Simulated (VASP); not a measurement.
# Mn (P6_3/mmc) in VASP: further runs, part 3 of 3

VASP 6.6.1.

## 4. Single point, PBE, collinear spin, ferromagnetic start

INCAR

```
PREC = Accurate
ENCUT = 460
EDIFF = 1E-6
ISMEAR = 1
SIGMA = 0.02
LREAL = F
LASPH = T
NELM = 100
ALGO = Normal
ISIF = 2
LWAVE = F
LCHARG = F
ISPIN = 2
MAGMOM = 4 4
LORBIT = 11
LMAXMIX = 4
GGA = PE
ADDGRID = F
```

KPOINTS

```
regular mesh
0
Gamma
  9 9 5
```

POSCAR

```
Mn
1.0
    2.4836457705      0.0000000000      0.0000000000
   -1.2418228853      2.1509003313      0.0000000000
    0.0000000000      0.0000000000      4.0261950000
Mn
2
Direct
    0.3333333333      0.6666666667      0.2500000000
    0.6666666667      0.3333333333      0.7500000000
```

Potentials or basis: VASP PAW PBE potentials, release 64 (Mn_pv).

On the command line:

```sh
$ cat potpaw_PBE.64/Mn_pv/POTCAR > POTCAR
$ mpirun -np 1 vasp_std > vasp.out
```

OUTCAR:

```text
PREC = Accurate
   ENCUT = 460
   EDIFF = 1E-6
   ISMEAR = 1
   LREAL = F
   LASPH = T
   NELM = 100
   ISIF = 2
   ISPIN = 2
   LORBIT = 11
   GGA = PE

 Found     36 irreducible k-points:

 Following reciprocal coordinates:
            Coordinates               Weight
  0.000000  0.000000  0.000000      1.000000
  0.111111  0.000000  0.000000      6.000000
  0.222222  0.000000  0.000000      6.000000
  0.333333  0.000000  0.000000      6.000000
  0.444444  0.000000  0.000000      6.000000
  0.111111  0.111111  0.000000      6.000000
   k-points           NKPTS =     36   k-points in BZ     NKDIM =     36   number of bands    NBANDS=     21
   number of dos      NEDOS =    301   number of ions     NIONS =      2
   total plane-waves  NPLWV =   9072
   dimension x,y,z NGX =    18 NGY =   18 NGZ =   28
   dimension x,y,z NGXF=    36 NGYF=   36 NGZF=   56
   ions per type =               2
   NGX,Y,Z   is equivalent  to a cutoff of  12.05, 12.05, 11.56 a.u.
   NGXF,Y,Z  is equivalent  to a cutoff of  24.10, 24.10, 23.12 a.u.
 SYSTEM =  unknown system
   PREC   = accura    normal or accurate (medium, high low for compatibility)
   ISTART =      0    job   : 0-new  1-cont  2-samecut
   ICHARG =      2    charge: 1-file 2-atom 10-const
   ISPIN  =      2    spin polarized calculation?
   LNONCOLLINEAR =      F non collinear calculations
   LSORBIT =      F    spin-orbit coupling
   LASPH  =      T    aspherical Exc in radial PAW
   ENCUT  =  460.0 eV  33.81 Ry    5.81 a.u.   4.34  4.34  7.04*2*pi/ulx,y,z
   NELM   =    100;   NELMIN=  2; NELMDL= -5     # of ELM steps
   EDIFF  = 0.1E-05   stopping-criterion for ELM
   LREAL  =      F    real-space projection
   EDIFFG = 0.1E-04   stopping-criterion for IOM
   NSW    =      0    number of steps for IOM
   IBRION =     -1    ionic relax: 0-MD 1-quasi-New 2-CG
   NFREE  =      0    steps in history (QN), initial steepest desc. (CG)
   ISIF   =      2    stress and relaxation
   ISYM   =      2    0-nonsym 1-usesym 2-fastsym
   POTIM  = 0.5000    time-step for ionic-motion
   TEBEG  =    0.0;   TEEND  =   0.0 temperature during run
   PSTRESS=    0.0 pullay stress
   NELECT =      26.0000    total number of electrons
   NUPDOWN=      -1.0000    fix difference up-down
   EMIN   =  10.00;   EMAX   =-10.00  energy-range for DOS
   EFERMI =   0.00;   METHOD = LEGACY
   ISMEAR =     1;   SIGMA  =   0.02  broadening in eV -4-tet -1-fermi 0-gaus
   EFERMI_NEDOS =   21; number of points for ismear=-14 and -15
   IALGO  =     38    algorithm
   IMIX   =      4    mixing-type and parameters
     AMIX     =   0.40;   BMIX     =  1.00
     AMIX_MAG =   1.60;   BMIX_MAG =  1.00
  volume/ion in A,a.u.               =      10.75        72.57
  Fermi-wavevector in a.u.,A,eV,Ry     =   1.743938  3.295565 41.379665  3.041320
  Thomas-Fermi vector in A             =   2.815914
   LORBIT       =     11    0 simple, 1 ext, 2 COOP (PROOUT), +10 PAW based schemes
   GGA     = PE    functional components
   LHFCALC =     F    Hartree Fock is set to
   AEXX    =    0.0000 exact exchange contribution
   IVDW    =     0    specifies the selected vdW correction
   LEPSILON=     F    determine dielectric tensor
   LRPA    =     F    only Hartree local field effects (RPA)
 spin polarized calculation
 Methfessel and Paxton  Order N= 1 SIGMA  =   0.02
  energy-cutoff  :      460.00
  volume of cell :       21.51
 maximum number of plane-waves:       513
 NGX is ok and might be reduce to    18
   NGX =  9   NGY =  9   NGZ = 15

 number of electron      26.0000014 magnetization       1.2235340

 number of electron      26.0000014 magnetization      -0.0044038

 Free energy of the ion-electron system (eV)
  ---------------------------------------------------
  ext. energy  EPLUGINS =         0.00000000
  ---------------------------------------------------
  free energy    TOTEN  =       -17.88054899 eV

  energy without entropy =      -17.88053332  energy(sigma->0) =      -17.88054376

 E-fermi :  10.3286     XC(G=0): -14.0145

 val. band max:       10.3212778197   @ k =   0.3333   0.2222   0.4000
 cond. band min:      10.3444489527   @ k =   0.1111   0.0000   0.0000
 fundamental gap:      0.0231711331
 Fermi energy:        10.3285734648

 spin component 1

 k-point     1 :       0.0000    0.0000    0.0000
  band No.  band energies     occupation
      1     -37.9236      1.00000
      2     -37.2406      1.00000
      3     -37.2406      1.00000
      4     -37.1545      1.00000
      5     -37.1375      1.00000
      6     -37.1375      1.00000
[... 13 lines left out ...]
     20      31.1216      0.00000
     21      34.3586      0.00000

 k-point     2 :       0.1111    0.0000    0.0000
  band No.  band energies     occupation
      1     -37.8936      1.00000
      2     -37.3066      1.00000
      3     -37.2613      1.00000
      4     -37.2055      1.00000
      5     -37.1657      1.00000
      6     -37.1473      1.00000
[... 13 lines left out ...]
     20      30.0012      0.00000
     21      32.7962      0.00000

 k-point     3 :       0.2222    0.0000    0.0000
  band No.  band energies     occupation
      1     -37.8108      1.00000
      2     -37.4754      1.00000
      3     -37.3730      1.00000
      4     -37.3123      1.00000
      5     -37.2009      1.00000
      6     -37.1742      1.00000
[... 13 lines left out ...]
     20      26.0101      0.00000
     21      30.5249      0.00000
[... 25 lines left out ...]
 k-point     5 :       0.4444    0.0000    0.0000
  band No.  band energies     occupation
      1     -37.7967      1.00000
      2     -37.6720      1.00000
      3     -37.5994      1.00000
      4     -37.4034      1.00000
      5     -37.3222      1.00000
      6     -37.2291      1.00000
[... 13 lines left out ...]
     20      22.2845      0.00000
     21      25.5437      0.00000

 k-point     6 :       0.1111    0.1111    0.0000
  band No.  band energies     occupation
      1     -37.8369      1.00000
      2     -37.4061      1.00000
      3     -37.3590      1.00000
      4     -37.2670      1.00000
      5     -37.1891      1.00000
      6     -37.1781      1.00000
[... 13 lines left out ...]
     20      27.9338      0.00000
     21      29.0139      0.00000

 [... further k-points ...]

 spin component 2

 k-point     1 :       0.0000    0.0000    0.0000
  band No.  band energies     occupation
      1     -37.9253      1.00000
      2     -37.2429      1.00000
      3     -37.2429      1.00000
      4     -37.1562      1.00000
      5     -37.1397      1.00000
      6     -37.1397      1.00000
[... 13 lines left out ...]
     20      31.1205      0.00000
     21      34.3569      0.00000

 k-point     2 :       0.1111    0.0000    0.0000
  band No.  band energies     occupation
      1     -37.8953      1.00000
      2     -37.3089      1.00000
      3     -37.2636      1.00000
      4     -37.2077      1.00000
      5     -37.1675      1.00000
      6     -37.1496      1.00000
[... 13 lines left out ...]
     20      30.0001      0.00000
     21      32.7950      0.00000

 k-point     3 :       0.2222    0.0000    0.0000
  band No.  band energies     occupation
      1     -37.8125      1.00000
      2     -37.4777      1.00000
      3     -37.3753      1.00000
      4     -37.3145      1.00000
      5     -37.2027      1.00000
      6     -37.1765      1.00000
[... 13 lines left out ...]
     20      26.0089      0.00000
     21      30.5239      0.00000
[... 25 lines left out ...]
 k-point     5 :       0.4444    0.0000    0.0000
  band No.  band energies     occupation
      1     -37.7990      1.00000
      2     -37.6743      1.00000
      3     -37.6012      1.00000
      4     -37.4057      1.00000
      5     -37.3240      1.00000
      6     -37.2314      1.00000
[... 13 lines left out ...]
     20      22.2829      0.00000
     21      25.5425      0.00000

 k-point     6 :       0.1111    0.1111    0.0000
  band No.  band energies     occupation
      1     -37.8386      1.00000
      2     -37.4084      1.00000
      3     -37.3613      1.00000
      4     -37.2693      1.00000
      5     -37.1909      1.00000
      6     -37.1804      1.00000
[... 13 lines left out ...]
     20      27.9326      0.00000
     21      29.0127      0.00000

 [... further k-points ...]

------------------------ aborting loop because EDIFF is reached ----------------------------------------

  FORCE on cell =-STRESS in cart. coord.  units (eV):
  Direction    XX          YY          ZZ          XY          YZ          ZX
  --------------------------------------------------------------------------------------
  -------------------------------------------------------------------------------------
  Total       -0.1952534     -0.1952534     -0.4238872      0.0000000      0.0000000     -0.0000000
  in kB      -14.5446880    -14.5446880    -31.5759305      0.0000000      0.0000000     -0.0000000
  external PRESSURE =     -20.2217688 kB  Pullay stress =       0.0000000 kB

 VOLUME and BASIS-vectors are now :
 -----------------------------------------------------------------------------
  energy-cutoff  :      460.00
  volume of cell :       21.51
      direct lattice vectors                 reciprocal lattice vectors
     2.483645770  0.000000000  0.000000000     0.402633907  0.232460795  0.000000000
    -1.241822885  2.150900331  0.000000000     0.000000000  0.464921589  0.000000000
     0.000000000  0.000000000  4.026195000     0.000000000  0.000000000  0.248373464

 POSITION                                       TOTAL-FORCE (eV/Angst)
 -----------------------------------------------------------------------------------
     -0.00000      1.43393      1.00655         0.000000     -0.000000      0.000000
      1.24182      0.71697      3.01965        -0.000000      0.000000      0.000000
 -----------------------------------------------------------------------------------
    total drift:                               -0.000000      0.000000     -0.000000

  FREE ENERGIE OF THE ION-ELECTRON SYSTEM (eV)
  ---------------------------------------------------
  free  energy   TOTEN  =       -17.8805489855 eV

  energy  without entropy=      -17.8805333200  energy(sigma->0) =      -17.88054376

 total charge

# of ion       s       p       d       tot
------------------------------------------
    1        0.427   6.399   5.159  11.985
    2        0.427   6.399   5.159  11.985
--------------------------------------------------
tot          0.854  12.798  10.318  23.970

 magnetization (x)

# of ion       s       p       d       tot
------------------------------------------
    1        0.000  -0.000  -0.002  -0.002
    2        0.000  -0.000  -0.002  -0.002
--------------------------------------------------
tot          0.000  -0.000  -0.004  -0.004
```

OSZICAR:

```text
N       E                     dE             d eps       ncg     rms          rms(c)
DAV:   1     0.236725668252E+03    0.23673E+03   -0.14690E+04  3061   0.166E+03
DAV:   2    -0.868989537924E+01   -0.24542E+03   -0.23660E+03  3049   0.422E+02
DAV:   3    -0.175190496348E+02   -0.88292E+01   -0.87558E+01  3324   0.938E+01
DAV:   4    -0.176028761200E+02   -0.83826E-01   -0.83820E-01  3359   0.904E+00
DAV:   5    -0.176044864836E+02   -0.16104E-02   -0.16104E-02  3404   0.126E+00    0.259E+01
DAV:   6    -0.173217693096E+02    0.28272E+00   -0.90797E+00  3274   0.394E+01    0.637E+00
DAV:   7    -0.177328875241E+02   -0.41112E+00   -0.33192E-01  3239   0.564E+00    0.456E+00
DAV:   8    -0.178164315847E+02   -0.83544E-01   -0.19287E-02  3264   0.187E+00    0.266E+00
DAV:   9    -0.178715115850E+02   -0.55080E-01   -0.80185E-02  3259   0.294E+00    0.113E+00
DAV:  10    -0.178789858838E+02   -0.74743E-02   -0.11611E-02  3239   0.108E+00    0.453E-01
DAV:  11    -0.178803614777E+02   -0.13756E-02   -0.66344E-04  3385   0.271E-01    0.258E-01
DAV:  12    -0.178804665216E+02   -0.10504E-03   -0.45891E-04  3322   0.226E-01    0.118E-01
DAV:  13    -0.178805365685E+02   -0.70047E-04   -0.22028E-04  3617   0.138E-01    0.337E-02
DAV:  14    -0.178805515669E+02   -0.14998E-04   -0.38468E-05  3224   0.588E-02    0.176E-02
DAV:  15    -0.178805491314E+02    0.24355E-05   -0.16093E-05  3206   0.345E-02    0.545E-03
DAV:  16    -0.178805489855E+02    0.14595E-06   -0.30792E-06  2555   0.148E-02
   1 F= -.17880549E+02 E0= -.17880544E+02  d E =-.156655E-04  mag=    -0.0037
```

Wall time 57 s (1 thread of AMD EPYC, shared host); peak memory 0.11 GiB.

The run converged, but some of its settings lie outside the range that counts as converged, so its numbers aren't taken as properties of the crystal.

What came out:

```
Free energy                                           : -17.8805 eV
Pressure                                              : -2.0 GPa
Band gap on the k mesh                                : none (metal or under the smearing width)
Net moment                                            : 0.00 μB per cell
Valence electrons inside the program's atomic spheres : Mn 11.98
```

Caveat: the starting moments collapsed, and a magnetic state may lie lower.

## 5. For comparison

An earlier run on the cell as given: functional PBE; potentials or basis VASP PAW PBE potentials, release 64 (Mn_pv); cutoff 520 eV; k mesh 12 × 12 × 7; occupations fermi-dirac, width 0.05 eV; collinear spin, ferromagnetic start; starting moments [4.0, 4.0] μB.

* Pressure: -1.3 GPa
* Band gap on the k mesh: none (metal or under the smearing width)
* Net moment: 0.00 μB per cell
* Valence electrons inside the program's atomic spheres: Mn 11.98
